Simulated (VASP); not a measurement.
# SrTiO3 (Tausonite) (Pm-3m) in VASP: notebook

Runs on SrTiO3 (Tausonite). Level: PBE+D3(BJ). Tasks: relaxation of the atoms.

All numbers are computed with VASP 6.6.1; they aren't measurements. Logs are shortened: lines on timing, memory, paths and dates and some standing lists are left out, and cuts for length are marked.

### Step 1. The undisturbed crystal

Symmetry: Pm-3m, No. 221, cubic system. The conventional cell has a = 3.905 Å, b = 3.905 Å, c = 3.905 Å, α = 90.00°, β = 90.00°, γ = 90.00°. Sr (site symmetry m-3m) has 12 O at 2.76 Å as nearest neighbours. Ti (site symmetry m-3m) has 6 O at 1.95 Å as nearest neighbours. Around O (site symmetry 4/mmm) lie 2 Ti at 1.95 Å.

### Step 2. Relaxation of the atoms, PBE+D3(BJ) (a relaxed cell with its volume scaled by 0.96)

The input, INCAR:

```
SYSTEM = SrTiO3
  ALGO = Normal
  EDIFF = 1E-7
  EDIFFG = -0.01
  ENCUT = 600
  GGA = PE
  IBRION = 2
  ISIF = 2
  ISMEAR = 0
  IVDW = 12
  LASPH = .TRUE.
  LCHARG = .FALSE.
  LREAL = .FALSE.
  LWAVE = .FALSE.
  NELM = 80
  NSW = 40
  PREC = Accurate
  SIGMA = 0.03
```

The input, KPOINTS:

```
k-points
0
G
  8 8 8
  0 0 0
```

The input, POSCAR:

```
SrTiO3                                  
1.0
    3.8604328873      0.0000000000      0.0000000000
    0.0000000000      3.8604328873      0.0000000000
    0.0000000000      0.0000000000      3.8604328873
  Sr              Ti              O             
     1     1     3
Direct
     0.5000000000000000    0.5000000000000000    0.5000000000000000
     0.0000000000000000    0.0000000000000000    0.0000000000000000
     0.5000000000000000    0.0000000000000000    0.0000000000000000
     0.0000000000000000    0.5000000000000000    0.0000000000000000
     0.0000000000000000    0.0000000000000000    0.5000000000000000
```

Potentials or basis: VASP PAW PBE potentials, release 64 (Sr_sv, Ti_sv, O).

The run is started by

```bash
> cat potpaw_PBE.64/Sr_sv/POTCAR potpaw_PBE.64/Ti_sv/POTCAR potpaw_PBE.64/O/POTCAR > POTCAR
> mpirun -np 1 vasp_std > vasp.out
```

OUTCAR:

```text
SYSTEM = SrTiO3
   EDIFF = 1E-7
   EDIFFG = -0.01
   ENCUT = 600
   GGA = PE
   IBRION = 2
   ISIF = 2
   ISMEAR = 0
   IVDW = 12
   LASPH = .TRUE.
   LREAL = .FALSE.
   NELM = 80
   NSW = 40
   PREC = Accurate
 IVDW          = 12

 ion  position               nearest neighbor table
   1  0.500  0.500  0.500-   3 2.73   4 2.73   5 2.73   3 2.73   4 2.73   3 2.73   5 2.73   3 2.73
                             4 2.73   5 2.73   4 2.73   5 2.73   2 3.34   2 3.34   2 3.34   2 3.34
   2  0.000  0.000  0.000-   3 1.93   4 1.93   5 1.93   5 1.93   4 1.93   3 1.93   1 3.34   1 3.34
                             1 3.34   1 3.34   1 3.34   1 3.34   1 3.34   1 3.34
   3  0.500  0.000  0.000-   2 1.93   2 1.93   1 2.73   1 2.73   1 2.73   1 2.73
   4  0.000  0.500  0.000-   2 1.93   2 1.93   1 2.73   1 2.73   1 2.73   1 2.73
   5  0.000  0.000  0.500-   2 1.93   2 1.93   1 2.73   1 2.73   1 2.73   1 2.73

  LATTYP: Found a simple cubic cell.
 ALAT       =     3.8604328873

  Lattice vectors:

 A1 = (   3.8604328873,   0.0000000000,   0.0000000000)
 A2 = (   0.0000000000,   3.8604328873,   0.0000000000)
 A3 = (   0.0000000000,   0.0000000000,   3.8604328873)

Analysis of symmetry for initial positions (statically):
=====================================================================
 Subroutine PRICEL returns:
 Original cell was already a primitive cell.

 Routine SETGRP: Setting up the symmetry group for a
 simple cubic supercell.

 Subroutine GETGRP returns: Found 48 space group operations
 (whereof 48 operations were pure point group operations)
 out of a pool of 48 trial point group operations.

The static configuration has the point symmetry O_h .

Analysis of symmetry for dynamics (positions and initial velocities):
=====================================================================
 Subroutine PRICEL returns:
 Original cell was already a primitive cell.

 Routine SETGRP: Setting up the symmetry group for a
 simple cubic supercell.

 Subroutine GETGRP returns: Found 48 space group operations
 (whereof 48 operations were pure point group operations)
 out of a pool of 48 trial point group operations.

The dynamic configuration has the point symmetry O_h .

 Subroutine INISYM returns: Found 48 space group operations
 (whereof 48 operations are pure point group operations),
 and found     1 'primitive' translations

----------------------------------------------------------------------------------------

                                     Primitive cell

  volume of cell :      57.5318

  direct lattice vectors                    reciprocal lattice vectors
     3.860432887  0.000000000  0.000000000     0.259038307  0.000000000  0.000000000
     0.000000000  3.860432887  0.000000000     0.000000000  0.259038307  0.000000000
     0.000000000  0.000000000  3.860432887     0.000000000  0.000000000  0.259038307

  length of vectors
     3.860432887  3.860432887  3.860432887     0.259038307  0.259038307  0.259038307

  position of ions in fractional coordinates (direct lattice)
     0.500000000  0.500000000  0.500000000
     0.000000000  0.000000000  0.000000000
     0.500000000  0.000000000  0.000000000
     0.000000000  0.500000000  0.000000000
     0.000000000  0.000000000  0.500000000

  ion indices of the primitive-cell ions
   primitive index   ion index
                 1           1
                 2           2
                 3           3
                 4           4
                 5           5

----------------------------------------------------------------------------------------

 KPOINTS: k-points

Automatic generation of k-mesh.
 Grid dimensions read from file:
 generate k-points for:    8    8    8

 Generating k-lattice:

  Cartesian coordinates                     Fractional coordinates (reciprocal lattice)
     0.032379788  0.000000000  0.000000000     0.125000000  0.000000000  0.000000000
     0.000000000  0.032379788  0.000000000     0.000000000  0.125000000  0.000000000
     0.000000000  0.000000000  0.032379788     0.000000000  0.000000000  0.125000000

  Length of vectors
     0.032379788  0.032379788  0.032379788

  Shift w.r.t. Gamma in fractional coordinates (k-lattice)
     0.000000000  0.000000000  0.000000000

 Subroutine IBZKPT returns following result:
 ===========================================

 Found     35 irreducible k-points:

 Following reciprocal coordinates:
            Coordinates               Weight
  0.000000  0.000000  0.000000      1.000000
  0.125000  0.000000  0.000000      6.000000
  0.250000  0.000000  0.000000      6.000000
  0.375000  0.000000  0.000000      6.000000
  0.500000  0.000000  0.000000      3.000000
  0.125000  0.125000  0.000000     12.000000
[... 16 lines left out ...]
  0.375000  0.375000  0.125000     24.000000
  0.500000  0.375000  0.125000     24.000000
 [... further k-points ...]
   k-points           NKPTS =     35   k-points in BZ     NKDIM =     35   number of bands    NBANDS=     24
   number of dos      NEDOS =    301   number of ions     NIONS =      5
   total plane-waves  NPLWV =  32768
   dimension x,y,z NGX =    32 NGY =   32 NGZ =   32
   dimension x,y,z NGXF=    64 NGYF=   64 NGZF=   64
   ions per type =               1   1   3
   NGX,Y,Z   is equivalent  to a cutoff of  13.78, 13.78, 13.78 a.u.
   NGXF,Y,Z  is equivalent  to a cutoff of  27.56, 27.56, 27.56 a.u.
 SYSTEM =  SrTiO3
   PREC   = accura    normal or accurate (medium, high low for compatibility)
   ISTART =      0    job   : 0-new  1-cont  2-samecut
   ICHARG =      2    charge: 1-file 2-atom 10-const
   ISPIN  =      1    spin polarized calculation?
   LNONCOLLINEAR =      F non collinear calculations
   LSORBIT =      F    spin-orbit coupling
   LASPH  =      T    aspherical Exc in radial PAW
   ENCUT  =  600.0 eV  44.10 Ry    6.64 a.u.   7.71  7.71  7.71*2*pi/ulx,y,z
   NELM   =     80;   NELMIN=  2; NELMDL= -5     # of ELM steps
   EDIFF  = 0.1E-06   stopping-criterion for ELM
   LREAL  =      F    real-space projection
   EDIFFG = -.1E-01   stopping-criterion for IOM
   NSW    =     40    number of steps for IOM
   IBRION =      2    ionic relax: 0-MD 1-quasi-New 2-CG
   NFREE  =      1    steps in history (QN), initial steepest desc. (CG)
   ISIF   =      2    stress and relaxation
   ISYM   =      2    0-nonsym 1-usesym 2-fastsym
   POTIM  = 0.5000    time-step for ionic-motion
   TEBEG  =    0.0;   TEEND  =   0.0 temperature during run
   PSTRESS=    0.0 pullay stress
   NELECT =      40.0000    total number of electrons
   NUPDOWN=      -1.0000    fix difference up-down
   EMIN   =  10.00;   EMAX   =-10.00  energy-range for DOS
   EFERMI =   0.00;   METHOD = LEGACY
   ISMEAR =     0;   SIGMA  =   0.03  broadening in eV -4-tet -1-fermi 0-gaus
   EFERMI_NEDOS =   21; number of points for ismear=-14 and -15
   IALGO  =     38    algorithm
   IMIX   =      4    mixing-type and parameters
     AMIX     =   0.40;   BMIX     =  1.00
     AMIX_MAG =   1.60;   BMIX_MAG =  1.00
  volume/ion in A,a.u.               =      11.51        77.65
  Fermi-wavevector in a.u.,A,eV,Ry     =   1.450303  2.740676 28.618216  2.103380
  Thomas-Fermi vector in A             =   2.567931
   LORBIT       =      0    0 simple, 1 ext, 2 COOP (PROOUT), +10 PAW based schemes
   GGA     = PE    functional components
   LHFCALC =     F    Hartree Fock is set to
   AEXX    =    0.0000 exact exchange contribution
   IVDW    =    12    specifies the selected vdW correction
   LEPSILON=     F    determine dielectric tensor
   LRPA    =     F    only Hartree local field effects (RPA)
 conjugate gradient relaxation of ions
 non-spin polarized calculation
 Gauss-broadening in eV      SIGMA  =   0.03
  energy-cutoff  :      600.00
  volume of cell :       57.53
 maximum number of plane-waves:      1936
 NGX is ok and might be reduce to    32
   NGX = 15   NGY = 15   NGZ = 15

 number of electron      39.9999996 magnetization

 Free energy of the ion-electron system (eV)
  ---------------------------------------------------
  ext. energy  EPLUGINS =         0.00000000
  ---------------------------------------------------
  free energy    TOTEN  =       -39.97511211 eV

  energy without entropy =      -39.97511211  energy(sigma->0) =      -39.97511211

 E-fermi :   4.7707     XC(G=0): -11.4537

 val. band max:        4.4502596707   @ k =   0.5000   0.5000   0.5000
 cond. band min:       6.3699874650   @ k =   0.0000   0.0000   0.0000
 fundamental gap:      1.9197277943
 Fermi energy:         4.7707307701

 k-point     1 :       0.0000    0.0000    0.0000
  band No.  band energies     occupation
      1     -51.8704      2.00000
      2     -28.2346      2.00000
      3     -28.1408      2.00000
      4     -28.1408      2.00000
      5     -28.1408      2.00000
      6     -13.1040      2.00000
[... 16 lines left out ...]
     23       6.3700      0.00000
     24       9.0010      0.00000

 k-point     2 :       0.1250    0.0000    0.0000
  band No.  band energies     occupation
      1     -51.8702      2.00000
      2     -28.2555      2.00000
      3     -28.1403      2.00000
      4     -28.1403      2.00000
      5     -28.1281      2.00000
      6     -13.1116      2.00000
[... 16 lines left out ...]
     23       6.7414      0.00000
     24       9.0090      0.00000

 k-point     3 :       0.2500    0.0000    0.0000
  band No.  band energies     occupation
      1     -51.8695      2.00000
      2     -28.2968      2.00000
      3     -28.1390      2.00000
      4     -28.1390      2.00000
      5     -28.1063      2.00000
      6     -13.1856      2.00000
[... 16 lines left out ...]
     23       7.4919      0.00000
     24       9.0194      0.00000
[... 514 lines left out ...]
 k-point    23 :       0.3750    0.3750    0.1250
  band No.  band energies     occupation
      1     -51.8670      2.00000
      2     -28.2608      2.00000
      3     -28.2099      2.00000
      4     -28.1496      2.00000
      5     -28.1340      2.00000
      6     -12.6785      2.00000
[... 16 lines left out ...]
     23       8.6349      0.00000
     24      10.4951      0.00000

 k-point    24 :       0.5000    0.3750    0.1250
  band No.  band energies     occupation
      1     -51.8667      2.00000
      2     -28.2534      2.00000
      3     -28.2095      2.00000
      4     -28.1526      2.00000
      5     -28.1469      2.00000
      6     -12.5863      2.00000
[... 16 lines left out ...]
     23       8.7918      0.00000
     24      10.5299      0.00000

 [... further k-points ...]

------------------------ aborting loop because EDIFF is reached ----------------------------------------

 Edisp (eV)   -1.37526

 E8    (eV) :    -0.6025

  FORCE on cell =-STRESS in cart. coord.  units (eV):
  Direction    XX          YY          ZZ          XY          YZ          ZX
  --------------------------------------------------------------------------------------
  -------------------------------------------------------------------------------------
  Total       2.84008     2.84008     2.84008    -0.00000    -0.00000    -0.00000
  in kB      79.09205    79.09205    79.09205    -0.00000    -0.00000    -0.00000
  external pressure =       79.09 kB  Pullay stress =        0.00 kB

 VOLUME and BASIS-vectors are now :
 -----------------------------------------------------------------------------
  energy-cutoff  :      600.00
  volume of cell :       57.53
      direct lattice vectors                 reciprocal lattice vectors
     3.860432887  0.000000000  0.000000000     0.259038307  0.000000000  0.000000000
     0.000000000  3.860432887  0.000000000     0.000000000  0.259038307  0.000000000
     0.000000000  0.000000000  3.860432887     0.000000000  0.000000000  0.259038307

 POSITION                                       TOTAL-FORCE (eV/Angst)
 -----------------------------------------------------------------------------------
      1.93022      1.93022      1.93022         0.000000      0.000000      0.000000
      0.00000      0.00000      0.00000         0.000000      0.000000      0.000000
      1.93022      0.00000      0.00000         0.000000      0.000000      0.000000
      0.00000      1.93022      0.00000         0.000000      0.000000      0.000000
      0.00000      0.00000      1.93022         0.000000      0.000000      0.000000
 -----------------------------------------------------------------------------------
    total drift:                                0.000000      0.000000     -0.000000

  FREE ENERGIE OF THE ION-ELECTRON SYSTEM (eV)
  ---------------------------------------------------
  free  energy   TOTEN  =       -41.3503690147 eV

  energy  without entropy=      -41.3503690147  energy(sigma->0) =      -41.35036901

 reached required accuracy - stopping structural energy minimisation
```

It took 23 s on 1 thread of Intel Xeon 6975P-C (Granite Rapids), shared host; peak memory 0.23 GiB.

Results:

```
Free energy                : -41.3504 eV
Pressure after relaxing    : 7.9 GPa
Band gap on the k mesh     : 1.92 eV, indirect (least direct gap 2.25 eV)
Dispersion energy per atom : -0.275 eV
```

Final structure:
```xyz
5
Lattice="3.8604 0.0000 0.0000 0.0000 3.8604 0.0000 0.0000 0.0000 3.8604" Properties=species:S:1:pos:R:3 pbc="T T T"
Sr    1.9302    1.9302    1.9302
Ti    0.0000    0.0000    0.0000
O     1.9302    0.0000    0.0000
O     0.0000    1.9302    0.0000
O     0.0000    0.0000    1.9302
```

Caveat: the relaxation stopped at its first step, so nothing moved. A k mesh can miss the band edges.

### Step 3. Relaxation of the atoms, PBE+D3(BJ) (a relaxed cell with its volume scaled by 0.98)

INCAR is that of step 2.

KPOINTS is that of step 2.

Edit POSCAR of step 2 so:

```diff
@@ -2,5 +2,5 @@
 1.0
-    3.8604328873      0.0000000000      0.0000000000
-    0.0000000000      3.8604328873      0.0000000000
-    0.0000000000      0.0000000000      3.8604328873
+    3.8870574037      0.0000000000      0.0000000000
+    0.0000000000      3.8870574037      0.0000000000
+    0.0000000000      0.0000000000      3.8870574037
   Sr              Ti              O
```

Potentials or basis: VASP PAW PBE potentials, release 64 (Sr_sv, Ti_sv, O).

The run is started by

```bash
> cat potpaw_PBE.64/Sr_sv/POTCAR potpaw_PBE.64/Ti_sv/POTCAR potpaw_PBE.64/O/POTCAR > POTCAR
> mpirun -np 1 vasp_std > vasp.out
```

Wall time 23 s (1 thread of Intel Xeon 6975P-C (Granite Rapids), shared host); peak memory 0.22 GiB.

The run converged. Its results:

| Quantity | Value |
| --- | --- |
| Free energy | -41.3966 eV |
| Pressure after relaxing | 3.7 GPa |
| Band gap on the k mesh | 1.88 eV, indirect (least direct gap 2.23 eV) |
| Dispersion energy per atom | -0.269 eV |

Final structure:
```xyz
5
Lattice="3.8871 0.0000 0.0000 0.0000 3.8871 0.0000 0.0000 0.0000 3.8871" Properties=species:S:1:pos:R:3 pbc="T T T"
Sr    1.9435    1.9435    1.9435
Ti    0.0000    0.0000    0.0000
O     1.9435    0.0000    0.0000
O     0.0000    1.9435    0.0000
O     0.0000    0.0000    1.9435
```

Levels at points of the mesh, in eV from the valence-band top:
| k point | band 16 | band 17 | band 18 | band 19 | band 20 | band 21 | band 22 | band 23 | band 24 |
| --- | --- | --- | --- | --- | --- | --- | --- | --- | --- |
| (0.00, 0.00, 0.00) | -1.19 | -1.19 | -0.35 | -0.35 | -0.35 | 1.88 | 1.88 | 1.88 | 4.40 |
| (0.50, 0.00, 0.00) | -2.39 | -2.39 | -2.03 | -0.73 | -0.73 | 2.06 | 3.85 | 3.85 | 4.42 |
| (0.50, 0.50, 0.00) | -2.91 | -1.71 | -1.58 | -1.58 | -0.10 | 3.86 | 3.86 | 4.32 | 5.41 |
| (0.50, 0.50, 0.50) | -3.78 | -3.78 | 0.00 | 0.00 | 0.00 | 4.55 | 4.55 | 4.55 | 7.00 |

Caveat: the relaxation stopped at its first step, so nothing moved.
